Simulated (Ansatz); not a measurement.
**S on Be(0001): hop by a lattice vector of the surface**

How high is the barrier for the hop by a lattice vector of the surface? Relax the two ends, then run a nudged elastic band between them. The slab cell is 2×3, 3 layers thick, and the adsorbate is set down on it by hand.

All numbers below are computed with Ansatz 0.2.0 (DFT PBE, plane waves, PAW, scalar-relativistic, no spin polarisation).

**1. The starting structure**

The cell holds 19 atoms (Be18S): a = 4.580 Å, b = 6.870 Å, c = 15.588 Å, α = 90.00°, β = 90.00°, γ = 60.00°.

Its coordinates follow in the input file.

**2. End point A**

Contents of input.yaml:

```yaml
crystal:
  lattice:
    - [4.58, 0.0, 0.0]
    - [3.435, 5.949595, 0.0]
    - [0.0, 0.0, 15.58843]
  atoms:
    - { symbol: Be, position: [0.0, 0.0, 0.0641501] }
    - { symbol: Be, position: [0.5, 0.0, 0.0641501] }
    - { symbol: Be, position: [0.0, 0.3333333, 0.0641501] }
    - { symbol: Be, position: [0.5, 0.3333333, 0.0641501] }
    - { symbol: Be, position: [0.0, 0.6666667, 0.0641501] }
    - { symbol: Be, position: [0.5, 0.6666667, 0.0641501] }
    - { symbol: Be, position: [-0.1666667, 0.2222222, 0.1792493] }
    - { symbol: Be, position: [0.3333333, 0.2222222, 0.1792493] }
    - { symbol: Be, position: [-0.1666667, 0.5555556, 0.1792493] }
    - { symbol: Be, position: [0.3333333, 0.5555556, 0.1792493] }
    - { symbol: Be, position: [-0.1666667, 0.8888889, 0.1792493] }
    - { symbol: Be, position: [0.3333333, 0.8888889, 0.1792493] }
    - { symbol: Be, position: [0.0, 0.0, 0.2943484] }
    - { symbol: Be, position: [0.5, 0.0, 0.2943484] }
    - { symbol: Be, position: [0.0, 0.3333333, 0.2943484] }
    - { symbol: Be, position: [0.5, 0.3333333, 0.2943484] }
    - { symbol: Be, position: [0.0, 0.6666667, 0.2943484] }
    - { symbol: Be, position: [0.5, 0.6666667, 0.2943484] }
    - { symbol: S, position: [0.325036, 0.2197031, 0.3976302] }
basis:
  ecutwfc: 420.0
kpoints:
  mp_grid: { grid: [5, 4, 1] }
hamiltonian:
  xc: pbe
scf:
  occupations: { method: fermi_dirac, width: 0.15 }
  lower_state_search: "off"
relax:
  f_tol: 0.03
  max_steps: 60
  adjacent_minimum: "off"
  constraints: [{ sites: [0, 1, 2, 3, 4, 5] }]
output:
  write_density: true
  write_potential: true
  elf: true
  volumetric_format: npy
```

Started as:

```
$ ansatz run input.yaml --threads 1 --pin off --max-ram 3072MiB --backend cpu --events-out ev --progress --plain --runs-dir out
```

Standard output (excerpt; [...] marks lines left out):

```text
Warning: RAYON_NUM_THREADS=1 ignored (pool sized by the plan → 1); use --threads N
band count auto-derived: 41 (N_el = 42.0; filled up to band 21; 40 by the electrons, moments and atoms)
[...]
Pseudopotentials: kind: paw
Pseudopotential: Be, paw, valence charge 2, recommended cutoff 420 eV (normal), Be.paw.azcp
Pseudopotential: S, paw, valence charge 6, recommended cutoff 420 eV (normal), S.paw.azcp
Functional definition: PBE
[...]
Crystal: 19 atoms, lattice volume = 424.771 Å³
Basis set: ecut = 420 eV, 8299 PW (Γ), exchange–correlation on 64×96×216 points (8 copies of the dense FFT grid, shifted against one another)
Bands: 41, of which v1, the nominal top of the filled ones, is band 21 counted from 1 (20 counted from 0)
Symmetry: 1 space group operations
Space group: P1 (ITA 1), of the structure as read, at distance tolerance 7.5e-5 Å
k-points: 11 of 20 (time reversal used)
[...]
SCF iter   1: F=—  HF=-2567.494309 eV  |F-HF|=—  |Δ(HF+E_count)|=         —  Δρ=2.83e-3  dr2=1.51e-1  ethr=1.77e-3  ⟨swp⟩=11.5  Hψ=3845  notcnv=0  defer=31
[...]
relax step   1: F+E_penalty+E_count = -2567.47436180 eV  Δ(F+E_penalty+E_count) = +0.000e0 eV  max|allowed force component| = 5.811e-1 eV/Å  Δτ_max = 0.0000 Å  (6 SCF iters, dr2 threshold 2.25e-5 eV, accepted)
[...]
relax step   3: F+E_penalty+E_count = -2567.66258928 eV  Δ(F+E_penalty+E_count) = -6.091e-2 eV  max|allowed force component| = 6.110e-2 eV/Å  Δτ_max = 0.0926 Å  (5 SCF iters, dr2 threshold 9.75e-6 eV, accepted)
[...]
relax step   4: F+E_penalty+E_count = -2567.66347117 eV  Δ(F+E_penalty+E_count) = -8.819e-4 eV  max|allowed force component| = 3.103e-2 eV/Å  Δτ_max = 0.0243 Å  (6 SCF iters, accepted)
[...]
SCF iter   4: F=—  HF=-2567.663738 eV  |F-HF|=—  |Δ(HF+E_count)|=   1.41e-4  Δρ=8.27e-6  dr2=8.35e-7  ethr=2.21e-8  ⟨swp⟩=2.0  Hψ=638  notcnv=0  defer=52
```

**3. More of the same log: end point A relaxed**

Output, continued:

```text
SCF iter   5: F=-2567.663738 eV  HF=-2567.663738 eV  |F-HF|=3.98e-9  |Δ(HF+E_count)|=   2.94e-8  Δρ=2.03e-6  dr2=3.28e-8  ethr=2.38e-10  ⟨swp⟩=11.0  Hψ=2975  notcnv=0
SCF 5 converged in 5 iterations: F = -2567.663738 eV  dr2 = 3.28e-8
relax step   5: F+E_penalty+E_count = -2567.66373834 eV  Δ(F+E_penalty+E_count) = -2.672e-4 eV  max|allowed force component| = 2.417e-3 eV/Å  Δτ_max = 0.0069 Å  (5 SCF iters, accepted)
NSCF: frozen V_eff on 11 k-points
the band table was solved once a step of the walk had ended and its energy, with any forces and stress, was formed, with the checks that follow a solve (3585 applications of the Hamiltonian). They found nothing against the state; the energy, forces and stress were not computed again (output.eigenvalues in the input reference)
WARN: The output density's exchange-correlation potential varies sharply where the density is thin. Do not read a vacuum level from v_tot or v_xc, or from such a field of the output density. On a cell that repeats whose density bears no net charge and no dipole along the vacuum's axis use v_es (v_loc + v_h of the components); under efield.dipole_correction with no amplitude use v_es + v_field, which holds any external_charges[].barrier, or the levels of the report's work_function block, which leave it out; under a non-zero efield.amplitude the vacuum is tilted and has no level; on a cell that repeats and bears such a dipole with no correction it is tilted too, and efield.dipole_correction with no amplitude gives each side of its ramp a level where efield: is served; in a cell that repeats whose density bears a net charge (total_charge, or a fill off its count) it is curved and has none; of a slab under crystal.periodic whose density bears no net charge use v_es, which has a level on each side, short of where the two are joined; of another it falls or rises all the way out and has none; of a slab beside external_charges read slab_vacuum_level instead, which it has where they leave it neutral. The grid or the basis barely resolves most such structure, and the values can differ between equally converged runs; as a rule a tighter scf.convergence.dr2_threshold does not remove it. Where the density itself ripples (under the LDA too) a higher basis.ecutwfc lessens it. The files hold the spikes' plane waves up to the density's cutoff. Files: v_tot_of_output_density and the like, and their columns of v_z.tsv (output.write_potential); v_xc_of_output_density and the like, and their columns of v_comp_z.tsv (output.write_potential_components). Measured: with its Gaussian average of σ = 0.25 Å subtracted twice, the exchange-correlation potential is over 0.1 eV at 406 of the grid points where the equally averaged density (valence and model cores) is under 1e-3 e/Å³, and 0.380 eV at the most among them, at an averaged density of 1.0e-6 e/Å³. The input density's (outcome.potential() and, of a run that writes arrays, v_tot and v_xc) is over 0.1 eV, so measured, at 436 points of its own thin density, 0.567 eV at the most. See output.write_potential in the manual, Limitations
SCF converged after 5 iterations
Free energy (F): -2567.663738 eV
Harris-Foulkes:  -2567.663738 eV  (|F-HF|=3.98e-9)
Internal energy: -2567.271242 eV  (E = F + TS)
E sigma→0 (E₀):  -2567.467490 eV
Entropy (-TS):   -0.392496 eV (-20.658 meV/atom)
Fermi energy:    -0.308072 eV
--- Per-component energies (eV) ---
  E_band       = -187.165281
  E_kinetic    = 454.667746
  E_local      = -5321.338301  (includes V_loc(G=0)·N_el)
  E_nonlocal   = 110.577997
  E_hartree    = 2521.602376
  E_xc         = -439.580921
  E_vxc        = -443.983569  (∫ρ·V_xc dr)
  E_paw        = -1672.038850  (= ΣΔE_a)
  E_vpaw       = -30.287519  (= ΣTr[D̂ρ^β])
  E_aug_tail   = -0.000010  (compensation charges beyond the density's cutoff)
  E_ewald      = 1778.838720
  E_smearing   = -0.392496  (= −TS)
  E_closure    = 0.000000  (closes the sum)
  Σ components = -2567.663738   (vs F -2567.663738, Δ=0.00e0)
--- Forces (eV/Å), atoms counted from 1 ---
  atom   1  Be     0.04772739     0.17387207     0.11883700
  atom   2  Be    -0.04118570    -0.06086243    -0.03173266
  atom   3  Be    -0.16773208     0.03097296    -0.08628255
  atom   4  Be     0.16117355     0.03862816     0.02372223
  atom   5  Be    -0.09625573    -0.06957179     0.11577609
  atom   6  Be     0.09677146    -0.11225746    -0.13937837
  atom   7  Be     0.00232719    -0.00008724     0.00066726
  atom   8  Be    -0.00036976     0.00114231     0.00231129
  atom   9  Be     0.00076841    -0.00051713    -0.00000826
  atom  10  Be    -0.00048286     0.00053346     0.00045778
  atom  11  Be    -0.00152570     0.00082127     0.00070121
  atom  12  Be     0.00117755    -0.00097793    -0.00079138
  atom  13  Be    -0.00083058    -0.00013521    -0.00113661
  atom  14  Be    -0.00101744     0.00060534    -0.00004540
  atom  15  Be    -0.00069460     0.00025443    -0.00028860
  atom  16  Be    -0.00016668     0.00051449    -0.00241712
  atom  17  Be    -0.00206277    -0.00008896    -0.00092508
  atom  18  Be     0.00006173    -0.00113296     0.00114872
  atom  19  S      0.00231200    -0.00168555    -0.00062801
  max |Σ_I F_I| component: 2.78e-5 eV/Å
--- Band table (eV; the first three rows and the last of 11) ---
  k-point 0: bands = ["-13.5573", "-9.9019", "-7.6637", "-6.9068", "-6.8162", "-5.1442", "-4.9582", "-4.6775", "-4.5864", "-4.0918", "-3.9338", "-3.5752", "-3.4011", "-3.1704", "-2.4897", "-2.1663", "-2.0937", "-1.9800", "-1.7590", "-0.7079", "-0.6252", "-0.3831", "0.9325", "2.1656", "2.5361", "2.6314", "3.2007", "3.4849", "3.6317", "3.7359", "3.7957", "3.9972", "4.3848", "4.6767", "4.8568", "4.9844", "5.1541", "5.4187", "5.7130", "5.7598", "5.9794"]
  k-point 1: bands = ["-13.5527", "-9.7146", "-8.1970", "-7.4749", "-6.1158", "-5.2746", "-4.8163", "-4.5129", "-4.2876", "-4.1590", "-3.7743", "-3.5599", "-3.4259", "-2.7885", "-2.4433", "-2.1401", "-1.9727", "-1.6563", "-1.6014", "-1.5445", "-1.1515", "-0.1003", "0.3549", "2.0611", "2.7219", "2.9222", "3.0351", "3.2246", "3.3819", "3.6089", "3.8843", "4.0841", "4.2669", "4.6398", "4.9182", "5.0357", "5.1954", "5.3646", "5.4005", "5.4677", "5.8262"]
  k-point 2: bands = ["-13.5481", "-9.2111", "-9.0782", "-7.0763", "-6.8395", "-4.7663", "-4.6569", "-4.5332", "-4.1535", "-3.8402", "-3.6809", "-3.5191", "-2.8195", "-2.6648", "-2.4815", "-2.1582", "-2.1099", "-2.0680", "-1.9827", "-1.4032", "-0.6342", "-0.4935", "-0.3705", "1.7927", "2.5057", "2.5501", "3.1504", "3.4914", "3.5240", "3.7725", "3.9473", "4.0278", "4.3823", "4.5277", "4.8293", "5.1723", "5.4075", "5.4144", "5.5547", "5.6710", "5.7553"]
  k-point 10: bands = ["-13.4755", "-8.4694", "-8.1570", "-7.9208", "-6.3620", "-6.1254", "-6.0757", "-5.8481", "-4.4976", "-4.1667", "-3.9682", "-3.4322", "-3.1538", "-2.8095", "-2.0813", "-1.7187", "-1.5998", "-1.2276", "-1.1210", "-0.8742", "-0.2955", "0.1121", "0.4539", "1.1543", "1.9148", "2.3538", "2.5979", "3.1650", "3.2786", "3.9095", "4.2180", "4.5212", "4.6853", "5.0763", "5.3463", "5.5710", "5.8878", "6.0506", "6.2561", "6.5171", "6.7287"]
--- Relaxed structure (5 steps of the walk, 5 accepted, 0 SCFs on fresh bases) ---
  F+E_penalty+E_count = -2567.66373834 eV   max|allowed force component| = 2.417e-3 eV/Å
  atoms:
    - { symbol: Be, position: [0.0, 0.0, 0.0641501] }
    - { symbol: Be, position: [0.5, 0.0, 0.0641501] }
    - { symbol: Be, position: [2.7755575615628914e-17, 0.33333330000000005, 0.0641501] }
    - { symbol: Be, position: [0.5, 0.33333330000000005, 0.0641501] }
    - { symbol: Be, position: [0.0, 0.6666667, 0.0641501] }
    - { symbol: Be, position: [0.5000000000000001, 0.6666667, 0.0641501] }
    - { symbol: Be, position: [-0.16448243382353928, 0.21887528499369643, 0.18548567630761134] }
    - { symbol: Be, position: [0.3343688910032186, 0.22016058476167566, 0.17752695960352297] }
    - { symbol: Be, position: [-0.15973246136258545, 0.5527191047604231, 0.18264449127841859] }
    - { symbol: Be, position: [0.32861575355617406, 0.5541404491117224, 0.18290767232600497] }
    - { symbol: Be, position: [-0.17276853962326877, 0.8929271833365309, 0.18071130649424533] }
    - { symbol: Be, position: [0.33229374408239476, 0.8933581950690195, 0.1819559725276198] }
    - { symbol: Be, position: [0.008287557420971873, -0.011828904329044898, 0.29472363241850796] }
    - { symbol: Be, position: [0.5106830021728098, -0.015328207927289153, 0.30404982678288217] }
    - { symbol: Be, position: [-0.014176517284998469, 0.3418011627364969, 0.3013912265039029] }
    - { symbol: Be, position: [0.5010060995135823, 0.3412832303287142, 0.3013695275121384] }
    - { symbol: Be, position: [-0.00183237114387369, 0.6713610496532856, 0.29554421149878934] }
    - { symbol: Be, position: [0.4956402392295042, 0.6693001253860204, 0.2946600366887108] }
    - { symbol: S, position: [0.33102065862231256, 0.22533972357496396, 0.39862103508881896] }
```

It took 94 s on 1 thread of Arm Neoverse V1, shared host; peak memory 0.55 GiB.

Step by step:

```csv
step,energy from step 1 (eV/cell),largest force component (eV/Å)
1,0.0000,0.5811
2,-0.1273,0.3950
3,-0.1882,0.0611
4,-0.1891,0.0310
5,-0.1894,0.0024
```

Step 1 is the start. 6 atoms are held fixed.

The atom that moved most is Be14, by 0.18 Å.

**4. Nudged elastic band**

crystal.atoms is end A as relaxed above, and neb.final_atoms is the same geometry shifted by the lattice vector, with the slab's atoms relabelled. With 3 inner images the band has 5 in all.

Contents of input.yaml:

```yaml
crystal:
  lattice:
    - [4.58, 0.0, 0.0]
    - [3.435, 5.949595, 0.0]
    - [0.0, 0.0, 15.58843]
  atoms:
    - { symbol: Be, position: [0.0, 0.0, 0.0641501] }
    - { symbol: Be, position: [0.5, 0.0, 0.0641501] }
    - { symbol: Be, position: [0.0, 0.3333333, 0.0641501] }
    - { symbol: Be, position: [0.5, 0.3333333, 0.0641501] }
    - { symbol: Be, position: [0.0, 0.6666667, 0.0641501] }
    - { symbol: Be, position: [0.5, 0.6666667, 0.0641501] }
    - { symbol: Be, position: [-0.16448243, 0.21887528, 0.18548568] }
    - { symbol: Be, position: [0.33436889, 0.22016058, 0.17752696] }
    - { symbol: Be, position: [-0.15973246, 0.5527191, 0.18264449] }
    - { symbol: Be, position: [0.32861575, 0.55414045, 0.18290767] }
    - { symbol: Be, position: [-0.17276854, 0.89292718, 0.18071131] }
    - { symbol: Be, position: [0.33229374, 0.8933582, 0.18195597] }
    - { symbol: Be, position: [0.00828756, -0.0118289, 0.29472363] }
    - { symbol: Be, position: [0.510683, -0.01532821, 0.30404983] }
    - { symbol: Be, position: [-0.01417652, 0.34180116, 0.30139123] }
    - { symbol: Be, position: [0.5010061, 0.34128323, 0.30136953] }
    - { symbol: Be, position: [-0.00183237, 0.67136105, 0.29554421] }
    - { symbol: Be, position: [0.49564024, 0.66930013, 0.29466004] }
    - { symbol: S, position: [0.33102066, 0.22533972, 0.39862104] }
basis:
  ecutwfc: 420.0
kpoints:
  mp_grid: { grid: [5, 4, 1] }
hamiltonian:
  xc: pbe
scf:
  occupations: { method: fermi_dirac, width: 0.15 }
  lower_state_search: "off"
neb:
  images: 3
  f_tol: 0.03
  initial_path: idpp
  max_iterations: 27
  constraints: [{ sites: [0, 1, 2, 3, 4, 5] }]
  final_atoms:
    - { symbol: Be, position: [0.0, 0.0, 0.0641501] }
    - { symbol: Be, position: [0.5, 0.0, 0.0641501] }
    - { symbol: Be, position: [0.0, 0.3333333, 0.0641501] }
    - { symbol: Be, position: [0.5, 0.3333333, 0.0641501] }
    - { symbol: Be, position: [0.0, 0.6666667, 0.0641501] }
    - { symbol: Be, position: [0.5, 0.6666667, 0.0641501] }
    - { symbol: Be, position: [-0.16563111, 0.22016058, 0.17752696] }
    - { symbol: Be, position: [0.33551757, 0.21887528, 0.18548568] }
    - { symbol: Be, position: [-0.17138425, 0.55414045, 0.18290767] }
    - { symbol: Be, position: [0.34026754, 0.5527191, 0.18264449] }
    - { symbol: Be, position: [-0.16770626, 0.8933582, 0.18195597] }
    - { symbol: Be, position: [0.32723146, 0.89292718, 0.18071131] }
    - { symbol: Be, position: [0.010683, -0.01532821, 0.30404983] }
    - { symbol: Be, position: [0.50828756, -0.0118289, 0.29472363] }
    - { symbol: Be, position: [0.0010061, 0.34128323, 0.30136953] }
    - { symbol: Be, position: [0.48582348, 0.34180116, 0.30139123] }
    - { symbol: Be, position: [-0.00435976, 0.66930013, 0.29466004] }
    - { symbol: Be, position: [0.49816763, 0.67136105, 0.29554421] }
    - { symbol: S, position: [0.83102066, 0.22533972, 0.39862104] }
  order_check: true
```

Started as:

```
$ ansatz run input.yaml --threads 1 --pin off --max-ram 3072MiB --backend cpu --events-out ev --progress --plain --runs-dir out
```

Standard output (excerpt; [...] marks lines left out):

```text
Warning: neb: disabling space-group detection — the band's intermediate images generally break the endpoint symmetry, so no spatial operation reduces the k-mesh or symmetrises the density, except that a semilocal band can use its path's symmetry ahead of convergence; time reversal is [...]
Warning: RAYON_NUM_THREADS=1 ignored (pool sized by the plan → 1); use --threads N
band count auto-derived: 45 (N_el = 42.0; filled up to band 21; 40 by the electrons, moments and atoms)
[...]
[... 4 set-up lines as earlier in the session ...]
[...]
NEB image 0
Crystal: 19 atoms, lattice volume = 424.771 Å³
Basis set: ecut = 420 eV, 8299 PW (Γ), exchange–correlation on 64×96×216 points (8 copies of the dense FFT grid, shifted against one another)
Bands: 45, of which v1, the nominal top of the filled ones, is band 21 counted from 1 (20 counted from 0)
[... 1 set-up line as earlier in the session ...]
k-points: 11 of 20 (time reversal used)
[...]
SCF iter   1: F=—  HF=-2567.685342 eV  |F-HF|=—  |Δ(HF+E_count)|=         —  Δρ=2.68e-3  dr2=1.60e-1  ethr=1.77e-3  ⟨swp⟩=10.5  Hψ=3988  notcnv=0  defer=78
[...]
NSCF: frozen V_eff on 11 k-points
NEB image 4
[...]
NSCF: frozen V_eff on 11 k-points
NEB end point (image 0): max|allowed force component| = 2.396e-3 eV/Å (the criterion of neb.relax_end_points is 1.000e-2)
NEB end point (image 4): max|allowed force component| = 2.397e-3 eV/Å (the criterion of neb.relax_end_points is 1.000e-2)
NEB image 1
[...]
SCF iter   7: F=-2566.880838 eV  HF=-2566.880838 eV  |F-HF|=4.22e-9  |Δ(HF+E_count)|=   1.18e-7  Δρ=1.87e-6  dr2=2.39e-8  ethr=2.38e-10  ⟨swp⟩=5.0  Hψ=1508  notcnv=0
[...]
NEB image 2
[...]
NEB image 3
[...]
NEB iter   1: max|band force component| = 1.728e0 eV/Å  barrier→ = 1.3449 eV  barrier← = 1.3449 eV  Δτ_max = 0.2000 Å  (35 SCF iters)
[...]
NEB iter   6: max|band force component| = 3.466e-1 eV/Å  barrier→ = 0.2560 eV  barrier← = 0.2560 eV  CI = image 2  Δτ_max = 0.1938 Å  (20 SCF iters)
[...]
NEB iter   7: max|band force component| = 4.037e-1 eV/Å  barrier→ = 0.3082 eV  barrier← = 0.3082 eV  CI = image 2  Δτ_max = 0.2000 Å  (19 SCF iters)
NEB image 1
```

**5. More of the same log: band between the two ends**

The log, continued (excerpt; [...] marks lines left out):

```text
[...]
NEB image 2
[...]
NEB image 3
[...]
NEB iter   8: max|band force component| = 4.390e-1 eV/Å  barrier→ = 0.3330 eV  barrier← = 0.3330 eV  CI = image 2  Δτ_max = 0.1423 Å  (21 SCF iters)
[...]
NEB iter  10: max|band force component| = 5.665e-2 eV/Å  barrier→ = 0.2760 eV  barrier← = 0.2760 eV  CI = image 2  Δτ_max = 0.0177 Å  (16 SCF iters)
[...]
NEB iter  11: max|band force component| = 1.147e-2 eV/Å  barrier→ = 0.2758 eV  barrier← = 0.2758 eV  CI = image 2  Δτ_max = 0.0000 Å  (223 SCF iters)
Free energy (F): -2567.387979 eV
[...]
E sigma→0 (E₀):  -2567.197136 eV
Entropy (-TS):   -0.381685 eV (-20.089 meV/atom)
Fermi energy:    -0.197790 eV
[...]
--- Forces (eV/Å), atoms counted from 1 ---
  atom   1  Be     0.03157876    -0.11244008    -0.07604092
  atom   2  Be    -0.00171415     0.03741678     0.17124951
  atom   3  Be     0.05781413    -0.10139491     0.08143341
[...]
    - { symbol: Be, position: [-0.17009562748560106, 0.5526062192683384, 0.1786787765550104] }
    - { symbol: Be, position: [0.3378792367031635, 0.5520090228825533, 0.18223124457654927] }
    - { symbol: Be, position: [-0.1669520036035701, 0.8918490652597354, 0.18357831275289727] }
    - { symbol: Be, position: [0.33556145041245167, 0.8935964499033449, 0.18223468623955066] }
    - { symbol: Be, position: [0.03098171861750075, -0.01770848646754933, 0.299858291046705] }
    - { symbol: Be, position: [0.5235789993346452, 0.0017815468498620002, 0.3056473201442316] }
    - { symbol: Be, position: [-0.021078068140460482, 0.3402907885457489, 0.2970949544503671] }
    - { symbol: Be, position: [0.46813046444021716, 0.3508852750793857, 0.3005291853708546] }
    - { symbol: Be, position: [-0.0056627363061781955, 0.6623596942369447, 0.29421741433051696] }
    - { symbol: Be, position: [0.5054702707853409, 0.6681554720274157, 0.29591886482533025] }
    - { symbol: S, position: [0.7279467402680615, 0.1484552183314682, 0.3993285999982321] }
```

Wall time 19 min (1 thread of Arm Neoverse V1, shared host); peak memory 0.95 GiB.

(Part 1 of 2 ends here.)
